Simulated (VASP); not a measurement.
# Sc (Fm-3m) in VASP: single point with LDA

Aim: the single point of Sc with LDA.

All numbers are computed with VASP 6.6.1; they aren't measurements. Logs are shortened: lines on timing, memory, paths and dates and some standing lists are left out, and cuts for length are marked.

## 1. Starting point

Symmetry: Fm-3m, No. 225, cubic system. The conventional cell has a = 4.541 Å, b = 4.541 Å, c = 4.541 Å, α = 90.00°, β = 90.00°, γ = 90.00°. Around Sc (site symmetry m-3m) lie 12 Sc at 3.21 Å.

This isn't the form of Sc at room conditions, which is hcp.

## 2. Single point, LDA

Contents of INCAR:

```
  PREC = Accurate
  ENCUT = 520
  EDIFF = 1E-7
  ISMEAR = 0
  SIGMA = 0.1
  LREAL = False
  LASPH = True
  NELM = 60
  ALGO = Fast
  ISIF = 2
  LWAVE = False
  LCHARG = False
  GGA = CA
  NBANDS = 12
```

Contents of KPOINTS:

```
Automatic mesh
0
Gamma
  6 6 6
```

Contents of POSCAR:

```
Sc
1.0
    0.0000000000      2.2705000000      2.2705000000
    2.2705000000      0.0000000000      2.2705000000
    2.2705000000      2.2705000000      0.0000000000
Sc
1
Direct
    0.0000000000      0.0000000000      0.0000000000
```

Potentials or basis: VASP PAW LDA potentials, release 64 (Sc_sv).

The run is started by

```bash
> cat potpaw_LDA.64/Sc_sv/POTCAR > POTCAR
> mpirun -np 1 vasp_std > vasp.out
```

OUTCAR:

```text
PREC = Accurate
   ENCUT = 520
   EDIFF = 1E-7
   ISMEAR = 0
   LREAL = False
   LASPH = True
   NELM = 60
   ISIF = 2
   GGA = CA

 ion  position               nearest neighbor table
   1  0.000  0.000  0.000-

  LATTYP: Found a face centered cubic cell.
 ALAT       =     4.5410000000

  Lattice vectors:

 A1 = (   0.0000000000,   2.2705000000,   2.2705000000)
 A2 = (   2.2705000000,   0.0000000000,   2.2705000000)
 A3 = (   2.2705000000,   2.2705000000,   0.0000000000)

Analysis of symmetry for initial positions (statically):
=====================================================================
 Subroutine PRICEL returns:
 Original cell was already a primitive cell.

 Routine SETGRP: Setting up the symmetry group for a
 face centered cubic supercell.

 Subroutine GETGRP returns: Found 48 space group operations
 (whereof 48 operations were pure point group operations)
 out of a pool of 48 trial point group operations.

The static configuration has the point symmetry O_h .

Analysis of symmetry for dynamics (positions and initial velocities):
=====================================================================
 Subroutine PRICEL returns:
 Original cell was already a primitive cell.

 Routine SETGRP: Setting up the symmetry group for a
 face centered cubic supercell.

 Subroutine GETGRP returns: Found 48 space group operations
 (whereof 48 operations were pure point group operations)
 out of a pool of 48 trial point group operations.

The dynamic configuration has the point symmetry O_h .

 Subroutine INISYM returns: Found 48 space group operations
 (whereof 48 operations are pure point group operations),
 and found     1 'primitive' translations

----------------------------------------------------------------------------------------

                                     Primitive cell

  volume of cell :      23.4096

  direct lattice vectors                    reciprocal lattice vectors
     0.000000000  2.270500000  2.270500000    -0.220215811  0.220215811  0.220215811
     2.270500000  0.000000000  2.270500000     0.220215811 -0.220215811  0.220215811
     2.270500000  2.270500000  0.000000000     0.220215811  0.220215811 -0.220215811

  length of vectors
     3.210971893  3.210971893  3.210971893     0.381424974  0.381424974  0.381424974

  position of ions in fractional coordinates (direct lattice)
     0.000000000  0.000000000  0.000000000

  ion indices of the primitive-cell ions
   primitive index   ion index
                 1           1

----------------------------------------------------------------------------------------

 KPOINTS: Automatic mesh

Automatic generation of k-mesh.
 Grid dimensions read from file:
 generate k-points for:    6    6    6

 Generating k-lattice:

  Cartesian coordinates                     Fractional coordinates (reciprocal lattice)
    -0.036702635  0.036702635  0.036702635     0.166666667  0.000000000  0.000000000
     0.036702635 -0.036702635  0.036702635     0.000000000  0.166666667  0.000000000
     0.036702635  0.036702635 -0.036702635     0.000000000  0.000000000  0.166666667

  Length of vectors
     0.063570829  0.063570829  0.063570829

  Shift w.r.t. Gamma in fractional coordinates (k-lattice)
     0.000000000  0.000000000  0.000000000

 Subroutine IBZKPT returns following result:
 ===========================================

 Found     16 irreducible k-points:

 Following reciprocal coordinates:
            Coordinates               Weight
  0.000000  0.000000  0.000000      1.000000
  0.166667  0.000000  0.000000      8.000000
  0.333333  0.000000  0.000000      8.000000
  0.500000  0.000000  0.000000      4.000000
  0.166667  0.166667  0.000000      6.000000
  0.333333  0.166667  0.000000     24.000000
[... 8 lines left out ...]
 -0.333333  0.333333  0.166667     24.000000
 -0.333333  0.500000  0.166667     12.000000
   k-points           NKPTS =     16   k-points in BZ     NKDIM =     16   number of bands    NBANDS=     12
   number of dos      NEDOS =    301   number of ions     NIONS =      1
   total plane-waves  NPLWV =  13824
   dimension x,y,z NGX =    24 NGY =   24 NGZ =   24
   dimension x,y,z NGXF=    48 NGYF=   48 NGZF=   48
   ions per type =               1
   NGX,Y,Z   is equivalent  to a cutoff of  12.43, 12.43, 12.43 a.u.
   NGXF,Y,Z  is equivalent  to a cutoff of  24.85, 24.85, 24.85 a.u.
 SYSTEM =  unknown system
   PREC   = accura    normal or accurate (medium, high low for compatibility)
   ISTART =      0    job   : 0-new  1-cont  2-samecut
   ICHARG =      2    charge: 1-file 2-atom 10-const
   ISPIN  =      1    spin polarized calculation?
   LNONCOLLINEAR =      F non collinear calculations
   LSORBIT =      F    spin-orbit coupling
   LASPH  =      T    aspherical Exc in radial PAW
   ENCUT  =  520.0 eV  38.22 Ry    6.18 a.u.   5.97  5.97  5.97*2*pi/ulx,y,z
   NELM   =     60;   NELMIN=  2; NELMDL= -5     # of ELM steps
   EDIFF  = 0.1E-06   stopping-criterion for ELM
   LREAL  =      F    real-space projection
   EDIFFG = 0.1E-05   stopping-criterion for IOM
   NSW    =      0    number of steps for IOM
   IBRION =     -1    ionic relax: 0-MD 1-quasi-New 2-CG
   NFREE  =      0    steps in history (QN), initial steepest desc. (CG)
   ISIF   =      2    stress and relaxation
   ISYM   =      2    0-nonsym 1-usesym 2-fastsym
   POTIM  = 0.5000    time-step for ionic-motion
   TEBEG  =    0.0;   TEEND  =   0.0 temperature during run
   PSTRESS=    0.0 pullay stress
   NELECT =      11.0000    total number of electrons
   NUPDOWN=      -1.0000    fix difference up-down
   EMIN   =  10.00;   EMAX   =-10.00  energy-range for DOS
   EFERMI =   0.00;   METHOD = LEGACY
   ISMEAR =     0;   SIGMA  =   0.10  broadening in eV -4-tet -1-fermi 0-gaus
   EFERMI_NEDOS =   21; number of points for ismear=-14 and -15
   IALGO  =     68    algorithm
   IMIX   =      4    mixing-type and parameters
     AMIX     =   0.40;   BMIX     =  1.00
     AMIX_MAG =   1.60;   BMIX_MAG =  1.00
  volume/ion in A,a.u.               =      23.41       157.98
  Fermi-wavevector in a.u.,A,eV,Ry     =   1.272744  2.405136 22.039751  1.619876
  Thomas-Fermi vector in A             =   2.405605
   LORBIT       =      0    0 simple, 1 ext, 2 COOP (PROOUT), +10 PAW based schemes
   GGA     = CA    functional components
   LHFCALC =     F    Hartree Fock is set to
   AEXX    =    0.0000 exact exchange contribution
   IVDW    =     0    specifies the selected vdW correction
   LEPSILON=     F    determine dielectric tensor
   LRPA    =     F    only Hartree local field effects (RPA)
 non-spin polarized calculation
 RMM-DIIS sequential band-by-band and
 Gauss-broadening in eV      SIGMA  =   0.10
  energy-cutoff  :      520.00
  volume of cell :       23.41
 maximum number of plane-waves:       641
   NGX = 11   NGY = 11   NGZ = 11

 number of electron      10.9999998 magnetization

 Free energy of the ion-electron system (eV)
  ---------------------------------------------------
  ext. energy  EPLUGINS =         0.00000000
  ---------------------------------------------------
  free energy    TOTEN  =        -6.68711699 eV

  energy without entropy =       -6.67577460  energy(sigma->0) =       -6.68144580

 E-fermi :   3.8053     XC(G=0): -10.3560

 val. band max:        3.7623965590   @ k =   0.5000   0.1667   0.0000
 cond. band min:       3.8239311607   @ k =   0.5000   0.3333   0.1667
 fundamental gap:      0.0615346017
 Fermi energy:         3.8052704389

 k-point     1 :       0.0000    0.0000    0.0000
  band No.  band energies     occupation
      1     -44.8889      2.00000
      2     -23.6051      2.00000
      3     -23.6051      2.00000
      4     -23.6051      2.00000
      5      -1.4060      2.00000
      6       5.4091      0.00000
      7       5.4091      0.00000
      8       5.4091      0.00000
      9       6.8766      0.00000
     10       6.8766      0.00000
     11      16.7158      0.00000
     12      20.2409      0.00000

 k-point     2 :       0.1667    0.0000    0.0000
  band No.  band energies     occupation
      1     -44.8694      2.00000
      2     -23.7304      2.00000
      3     -23.6211      2.00000
      4     -23.6211      2.00000
      5      -0.6912      2.00000
      6       4.9378      0.00000
      7       5.6138      0.00000
      8       5.6138      0.00000
      9       6.7743      0.00000
     10       6.7743      0.00000
     11      16.5538      0.00000
     12      17.6034      0.00000

 k-point     3 :       0.3333    0.0000    0.0000
  band No.  band energies     occupation
      1     -44.8301      2.00000
      2     -23.9739      2.00000
      3     -23.6527      2.00000
      4     -23.6527      2.00000
      5       1.0037      2.00000
      6       4.2702      0.00000
      7       5.4861      0.00000
      8       5.4861      0.00000
      9       7.3153      0.00000
     10       7.3153      0.00000
     11      12.9366      0.00000
     12      16.7979      0.00000
[... 166 lines left out ...]
 k-point    15 :      -0.3333    0.3333    0.1667
  band No.  band energies     occupation
      1     -44.7910      2.00000
      2     -23.9809      2.00000
      3     -23.8584      2.00000
      4     -23.7377      2.00000
      5       3.3194      2.00000
      6       3.4151      2.00000
      7       4.3367      0.00000
      8       6.3232      0.00000
      9       7.7198      0.00000
     10       9.8790      0.00000
     11      10.7127      0.00000
     12      14.1472      0.00000

 k-point    16 :      -0.3333    0.5000    0.1667
  band No.  band energies     occupation
      1     -44.7846      2.00000
      2     -23.9907      2.00000
      3     -23.8493      2.00000
      4     -23.7824      2.00000
      5       2.8137      2.00000
      6       3.5146      1.99996
      7       4.7413      0.00000
      8       6.8135      0.00000
      9       8.1070      0.00000
     10       9.8311      0.00000
     11      12.1843      0.00000
     12      12.3189      0.00000

------------------------ aborting loop because EDIFF is reached ----------------------------------------

  FORCE on cell =-STRESS in cart. coord.  units (eV):
  Direction    XX          YY          ZZ          XY          YZ          ZX
  --------------------------------------------------------------------------------------
  -------------------------------------------------------------------------------------
  Total       -0.3191893     -0.3191893     -0.3191893     -0.0000000     -0.0000000      0.0000000
  in kB      -21.8456189    -21.8456189    -21.8456189     -0.0000000     -0.0000000      0.0000000
  external PRESSURE =     -21.8456189 kB  Pullay stress =       0.0000000 kB

 VOLUME and BASIS-vectors are now :
 -----------------------------------------------------------------------------
  energy-cutoff  :      520.00
  volume of cell :       23.41
      direct lattice vectors                 reciprocal lattice vectors
     0.000000000  2.270500000  2.270500000    -0.220215811  0.220215811  0.220215811
     2.270500000  0.000000000  2.270500000     0.220215811 -0.220215811  0.220215811
     2.270500000  2.270500000  0.000000000     0.220215811  0.220215811 -0.220215811

 POSITION                                       TOTAL-FORCE (eV/Angst)
 -----------------------------------------------------------------------------------
      0.00000      0.00000      0.00000         0.000000     -0.000000      0.000000
 -----------------------------------------------------------------------------------
    total drift:                                0.000000      0.000000      0.000000

  FREE ENERGIE OF THE ION-ELECTRON SYSTEM (eV)
  ---------------------------------------------------
  free  energy   TOTEN  =        -6.6871169937 eV

  energy  without entropy=       -6.6757746027  energy(sigma->0) =       -6.68144580
```

Wall time 6 s (1 thread of Intel Xeon Platinum 8259CL at 2.50GHz (Skylake/Cascade Lake), shared host); peak memory 0.12 GiB.

What came out:

* Free energy: -6.6871 eV
* Pressure: -2.2 GPa
* Band gap on the k mesh: none (metal or under the smearing width)

Levels at points of the mesh, in eV from the Fermi level:
```tsv
k point	band 1	band 2	band 3	band 4	band 5	band 6	band 7	band 8	band 9	band 10
(0.00, 0.00, 0.00)	-48.69	-27.41	-27.41	-27.41	-5.21	1.60	1.60	1.60	3.07	3.07
(0.50, 0.00, 0.00)	-48.62	-27.90	-27.47	-27.47	-1.82	0.45	1.48	1.48	4.04	4.04
(0.50, 0.50, 0.00)	-48.59	-27.87	-27.58	-27.58	-1.62	-0.72	2.19	4.03	4.30	4.30
```

Caveat: the k mesh is coarse (spacing up to 0.40 Å⁻¹), so the values aren't converged.
